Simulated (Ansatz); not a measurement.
# ZnO: the cost of one run

Computed with Ansatz 0.2.0 (DFT PBE, scalar-relativistic, unless a step's input says otherwise).

## (1) Starting point

It takes space group P6_3mc (No. 186, hexagonal). The conventional cell has a = 3.249 Å, b = 3.249 Å, c = 5.204 Å, α = 90.00°, β = 90.00°, γ = 120.00°. Around Zn (site symmetry 3m) lie 4 O at 1.97 to 1.99 Å. O (site symmetry 3m) is surrounded by 4 Zn at 1.97 to 1.99 Å.

As a file:

```cif
data_structure
_symmetry_space_group_name_H-M 'P 1'
_symmetry_Int_Tables_number 1
_cell_length_a 3.2494
_cell_length_b 3.2494
_cell_length_c 5.2038
_cell_angle_alpha 90.000
_cell_angle_beta 90.000
_cell_angle_gamma 120.000
_cell_volume 47.58
loop_
_atom_site_label
_atom_site_type_symbol
_atom_site_fract_x
_atom_site_fract_y
_atom_site_fract_z
_atom_site_occupancy
Zn1 Zn 0.33333 0.66667 0.00000 1
Zn2 Zn 0.66667 0.33333 0.50000 1
O1 O 0.33333 0.66667 0.38210 1
O2 O 0.66667 0.33333 0.88210 1
```

Atoms are numbered in the order of the input: Zn1, Zn2, O3, O4.

## (2) Volume × 0.94, LAPW

Contents of input.yaml:

```yaml
crystal:
  lattice:
    - [3.1830658516, 0.0, 0.0]
    - [-1.5915329258, 2.7566158894, 0.0]
    - [0.0, 0.0, 5.0975701925]
  atoms:
    - { symbol: Zn, position: [0.3333333333, 0.6666666667, 0.0] }
    - { symbol: Zn, position: [0.6666666667, 0.3333333333, 0.5] }
    - { symbol: O, position: [0.3333333333, 0.6666666667, 0.3821] }
    - { symbol: O, position: [0.6666666667, 0.3333333333, 0.8821] }
kpoints:
  mp_grid: { grid: [11, 11, 6] }
  band_path:
    path:
      - [0.0, 0.0, 0.0]
      - [0.5, 0.0, 0.0]
      - [0.3333333333, 0.3333333333, 0.0]
      - [0.0, 0.0, 0.0]
      - [0.0, 0.0, 0.5]
      - [0.5, 0.0, 0.5]
      - [0.3333333333, 0.3333333333, 0.5]
      - [0.0, 0.0, 0.5]
      - [0.5, 0.0, 0.5]
    npoints: 5
scf:
  occupations: { method: fermi_dirac, width: 0.02 }
hamiltonian:
  xc: pbe
  pseudopotentials: { kind: all_electron, lapw: { basis_error: 0.0005 } }
output:
  forces: true
  stress: true
  eigenvalues: true
```

Started as:

```console
> ansatz run input.yaml --threads 1 --pin off --max-ram 4096MiB --backend cpu --events-out ev --progress --plain --runs-dir out
```

What time and memory should one allow on 1 thread of Intel Xeon 6975P-C (Granite Rapids), shared host?

About 62 s, with a peak of 0.62 GiB.
